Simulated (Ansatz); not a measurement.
# Cu: strong compression, part 2 of 2

Aim: compress Cu (sc type) step by step, far beyond the usual range, and follow pressure and electronic structure. The runs shown use LAPW, crystal datasets and norm-conserving. Companion runs by PAW are cited. Its runs: the reference run (LAPW); volume scaled by 1 (crystal datasets and norm-conserving); volume scaled by 0.95 (LAPW and crystal datasets); volume scaled by 0.85 (LAPW); volume scaled by 0.75 (LAPW); volume scaled by 0.65 (LAPW); volume scaled by 0.55 (LAPW); volume scaled by 0.45 (LAPW); volume scaled by 0.4 (LAPW, crystal datasets and norm-conserving).

Ansatz 0.2.0; DFT PBE; a cell built from a prototype (sc type), not taken from measurement. «Crystal datasets» are all-electron PAW datasets made for this crystal. Earlier steps stand in the parts before.

## Step 11: Volume scaled by 0.45, LAPW

This is Cu in the simple cubic structure; at room conditions it is fcc.

input.yaml

```yaml
crystal:
  lattice:
    - [1.8434303631, 0.0, 0.0]
    - [0.0, 1.8434303631, 0.0]
    - [0.0, 0.0, 1.8434303631]
  atoms:
    - { symbol: Cu, position: [0.0, 0.0, 0.0] }
kpoints:
  mp_grid: { grid: [16, 16, 16] }
scf:
  occupations: { method: fermi_dirac, width: 0.05 }
hamiltonian:
  xc: pbe
  pseudopotentials: { kind: all_electron, lapw: { basis_error: 0.001 } }
output:
  forces: true
  stress: true
  eigenvalues: true
  populations: true
```

Launch:

```console
ansatz run input.yaml --threads 1 --pin off --max-ram 2048MiB --backend cpu --events-out ev --progress --plain --runs-dir out
```

Standard output, shortened:

```text
Cu: projections on atomic orbitals take those of the free atom 1s2 2s2 2p6 3s2 3p6 3d10 4s1, of charge +0.00 (hamiltonian.pseudopotentials.projection_atoms)
LAPW: plane waves up to 12.773 Å⁻¹, error target 1.0e-3 eV per atom; small_component_spin mean_spin; Cu in spheres of 0.922 Å, 19 of its electrons in bands, Dirac shells []
[...]
Pseudopotentials: kind: all_electron
[...]
       -0.000000     572.495533       0.000000
        0.000000       0.000000     572.495533
  P = ⅓ Tr σ = 572.4955 GPa (5724.955 kbar)
--- Band table (eV; the first three rows and the last of 165) ---
  k-point 0: bands = ["-79.6574", "-36.1049", "-36.1049", "-36.1049", "20.5202", "25.7598", "25.7598", "33.6675", "33.6675", "33.6675", "63.3738", "63.3738", "63.3738", "68.9845"]
[...]
--- Löwdin populations: 1 site ---
  site symbol       q [e]
     0     Cu     28.8216
  spilling = 0.006152 (of n_electrons = 29.000000)
```

Wall time 9 s (1 thread of Intel Xeon 6975P-C (Granite Rapids), shared host); peak memory 0.4 GiB.

In short: pressure 572.50 GPa; no gap.

## Step 12: Volume scaled by 0.4, LAPW

input.yaml

```yaml
crystal:
  lattice:
    - [1.772457766, 0.0, 0.0]
    - [0.0, 1.772457766, 0.0]
    - [0.0, 0.0, 1.772457766]
  atoms:
    - { symbol: Cu, position: [0.0, 0.0, 0.0] }
kpoints:
  mp_grid: { grid: [16, 16, 16] }
  band_path:
    path:
      - [0.0, 0.0, 0.0]
      - [0.0, 0.5, 0.0]
      - [0.5, 0.5, 0.0]
      - [0.0, 0.0, 0.0]
      - [0.5, 0.5, 0.5]
      - [0.0, 0.5, 0.0]
      - [0.5, 0.5, 0.5]
      - [0.5, 0.5, 0.0]
    npoints: 8
scf:
  occupations: { method: fermi_dirac, width: 0.05 }
hamiltonian:
  xc: pbe
  pseudopotentials: { kind: all_electron, lapw: { basis_error: 0.001 } }
output:
  forces: true
  stress: true
  eigenvalues: true
  populations: true
  dos: { projected: true, de: 0.2, e_range: [-14, 8] }
```

Launch:

```console
ansatz run input.yaml --threads 1 --pin off --max-ram 2048MiB --backend cpu --events-out ev --progress --plain --runs-dir out
```

Standard output, shortened:

```text
Cu: projections on atomic orbitals take those of the free atom 1s2 2s2 2p6 3s2 3p6 3d10 4s1, of charge +0.00 (hamiltonian.pseudopotentials.projection_atoms)
LAPW: plane waves up to 13.338 Å⁻¹, error target 1.0e-3 eV per atom; small_component_spin mean_spin; Cu in spheres of 0.886 Å, 25 of its electrons in bands, Dirac shells []
[...]
Pseudopotentials: kind: all_electron
[...]
        0.000000       0.000000     865.099905
  P = ⅓ Tr σ = 865.0999 GPa (8650.999 kbar)
--- Band table (eV; the first three rows and the last of 165) ---
  k-point 0: bands = ["-875.7276", "-875.7276", "-875.7276", "-75.5469", "-31.5766", "-31.5766", "-31.5766", "24.2957", "29.2556", "29.2556", "38.5502", "38.5502", "38.5502", "70.2404", "70.2404", "70.2404", "76.4129"]
[...]
--- Löwdin populations: 1 site ---
  site symbol       q [e]
     0     Cu     28.8184
  spilling = 0.006261 (of n_electrons = 29.000000)
```

Run time: 10 s. Hardware: 1 thread of Intel Xeon 6975P-C (Granite Rapids), shared host; peak memory 0.41 GiB.

Result: pressure 865.10 GPa; no gap.

Levels at the path's labelled points, in eV from the Fermi level:

```csv
point,band 9,band 10,band 11,band 12,band 13,band 14,band 15
Γ,-11.61,-11.61,-2.31,-2.31,-2.31,29.38,29.38
X,-10.19,-5.82,-5.53,-5.53,-2.02,7.40,30.95
M,-8.74,-4.83,-4.83,-0.23,6.57,6.57,15.44
Γ,-11.61,-11.61,-2.31,-2.31,-2.31,29.38,29.38
R,-11.22,-11.22,-0.06,-0.06,13.29,21.05,21.05
X,-10.19,-5.82,-5.53,-5.53,-2.02,7.40,30.95
R,-11.22,-11.22,-0.06,-0.06,13.29,21.05,21.05
M,-8.74,-4.83,-4.83,-0.23,6.57,6.57,15.44
```

States per cell in windows of 1 eV (zero at the Fermi level; grid of 0.20 eV, so sharp peaks spill over the borders):

```csv
from,to,total,Cu 3d,Cu 4s
-10,-9,0.96,0.92,0.02
-9,-8,1.02,0.99,0.02
-8,-7,0.92,0.87,0.03
-7,-6,0.71,0.68,0.01
-6,-5,1.04,1.02,0.01
-5,-4,0.91,0.87,0.03
-4,-3,1.36,1.27,0.08
-3,-2,0.95,0.85,0.08
-2,-1,0.38,0.26,0.08
-1,0,0.30,0.19,0.08
0,1,0.13,0.02,0.07
1,2,0.12,0.01,0.07
2,3,0.12,0.01,0.06
3,4,0.11,0.01,0.05
4,5,0.10,0.00,0.05
```

## Step 13: Volume scaled by 0.4, crystal datasets

input.yaml

```yaml
crystal:
  lattice:
    - [1.772457766, 0.0, 0.0]
    - [0.0, 1.772457766, 0.0]
    - [0.0, 0.0, 1.772457766]
  atoms:
    - { symbol: Cu, position: [0.0, 0.0, 0.0] }
kpoints:
  mp_grid: { grid: [16, 16, 16] }
scf:
  occupations: { method: fermi_dirac, width: 0.05 }
hamiltonian:
  xc: pbe
  pseudopotentials: { kind: all_electron, datasets: crystal }
output:
  forces: true
  stress: true
  eigenvalues: true
```

Launch:

```console
ansatz run input.yaml --threads 1 --pin off --max-ram 2048MiB --backend cpu --events-out ev --progress --plain --runs-dir out
```

Standard output, shortened:

```text
[...]
Pseudopotentials: kind: all_electron
Pseudopotential: Cu, paw, valence charge 19, recommended cutoff 860 eV (normal), Koelling and Harmon's equation, gaussian nucleus
Functional definition: PBE
[...]
Crystal: 1 atoms, lattice volume = 5.568 Å³
Basis set: ecut = 860 eV, 305 PW (Γ), exchange–correlation on 36×36×36 points (8 copies of the dense FFT grid, shifted against one another)
[...]
  atom   1  Cu     0.00000000     0.00000000     0.00000000
[...]
--- Stress (GPa, compression-positive) ---
      865.103064      -0.000000      -0.000000
       -0.000000     865.103064       0.000000
        0.000000       0.000000     865.103064
  P = ⅓ Tr σ = 865.1031 GPa (8651.031 kbar)
  It holds what live shells' own plane waves past their cutoff add
--- Band table (eV; the first three rows and the last of 165) ---
  k-point 0: bands = ["24.2956", "29.2557", "29.2557", "38.5503", "38.5503", "38.5503", "70.2685"]
[...]
```

Run time: 7.3 s. Hardware: 1 thread of Intel Xeon 6975P-C (Granite Rapids), shared host; peak memory 0.51 GiB.

This run gives: pressure 865.10 GPa.

## Step 14: Volume scaled by 0.4, norm-conserving

Changes to input.yaml since step 13:

```diff
@@ -13,3 +13,3 @@
   xc: pbe
-  pseudopotentials: { kind: all_electron, datasets: crystal }
+  pseudopotentials: { kind: nc }
 output:
```

Launch:

```console
ansatz run input.yaml --threads 1 --pin off --max-ram 2048MiB --backend cpu --events-out ev --progress --plain --runs-dir out
```

Standard output, shortened:

```text
[...]
Pseudopotentials: kind: nc
Pseudopotential: Cu, nc, valence charge 19, recommended cutoff 1251.723767 eV (normal), Cu.nc.azcp
Functional definition: PBE
[...]
Crystal: 1 atoms, lattice volume = 5.568 Å³
Basis set: ecut = 1251.723767 eV, 587 PW (Γ), exchange–correlation on 48×48×48 points (8 copies of the dense FFT grid, shifted against one another)
[...]
  atom   1  Cu     0.00000000     0.00000000     0.00000000
[...]
--- Stress (GPa, compression-positive) ---
      860.937470       0.000000       0.000000
        0.000000     860.937470       0.000000
        0.000000       0.000000     860.937470
  P = ⅓ Tr σ = 860.9375 GPa (8609.375 kbar)
--- Band table (eV; the first three rows and the last of 165) ---
  k-point 0: bands = ["-73.7538", "-29.9135", "-29.9135", "-29.9135", "25.8874", "30.6400", "30.6400", "39.9249", "39.9249", "39.9249", "71.8369", "71.8369", "71.8369", "77.8920"]
[...]
```

Run time: 1.7 s. Hardware: 1 thread of Intel Xeon 6975P-C (Granite Rapids), shared host; peak memory 0.31 GiB.

This run gives: pressure 860.94 GPa; no gap.

## Step 15: All runs together

The PAW rows are taken from companion runs at the same settings.

```
              method  volume over the first  volume (Å³/atom)  pressure (GPa)  SCF cycles, all passes
                LAPW                      1            13.921            0.05                       8
                LAPW                   0.95            13.225            6.06                       7
                LAPW                   0.85            11.833           25.23                       7
                LAPW                   0.75            10.441           60.75                       8
                LAPW                   0.65             9.049          128.79                       6
                LAPW                   0.55             7.657          266.68                       6
                LAPW                   0.45             6.264          572.50                       6
                LAPW                    0.4             5.568          865.10                       7
                 PAW                      1            13.921            0.02                       6
                 PAW                   0.95            13.225            6.00                       6
                 PAW                   0.85            11.833           25.09                       6
                 PAW                   0.75            10.441           60.52                       6
                 PAW                   0.65             9.049          128.41                       6
                 PAW                   0.55             7.657          266.06                       6
                 PAW                   0.45             6.264          568.91                       6
                 PAW                    0.4             5.568          851.14                       7
    PAW (core large)                   0.85            11.833           25.09                       6
PAW (cutoff 1000 eV)                    0.4             5.568          849.90                       6
    crystal datasets                      1            13.921            0.05                       8
    crystal datasets                   0.95            13.225            6.06                       8
    crystal datasets                    0.4             5.568          865.10                       8
     norm-conserving                      1            13.921            0.11                       7
     norm-conserving                    0.4             5.568          860.94                       7
```

## Step 16: What came out

What follows sums up all 2 parts.

| quantity | value |
| --- | --- |
| LAPW pressure at 0.4 of the volume | 865.1 GPa |
| PAW pressure at 0.4 of the volume | 851.1 GPa |
| PAW (cutoff 1000 eV) pressure at 0.4 of the volume | 849.9 GPa |
| crystal datasets pressure at 0.4 of the volume | 865.1 GPa |
| norm-conserving pressure at 0.4 of the volume | 860.9 GPa |
| fitted bulk modulus at zero pressure (LAPW) | 111 GPa |
| its pressure derivative | 4.57 |

**Reading.** By LAPW the pressure climbs to 865 GPa at 0.4 of the first volume. A third-order Birch-Murnaghan curve fits the range only roughly (B₀ = 111 GPa, B′ = 4.57, misfit at most 5.51 GPa). A fit over so wide a range leans to the high pressures, so B₀ can be off by several per cent. Where LAPW's pressure is over 3 GPa, PAW's departs from it by at most 1.6 %, at 0.4 of the volume, where the frozen cores and overlapping spheres are strained most. The ions are at rest, and the electrons smeared by 0.05 eV.
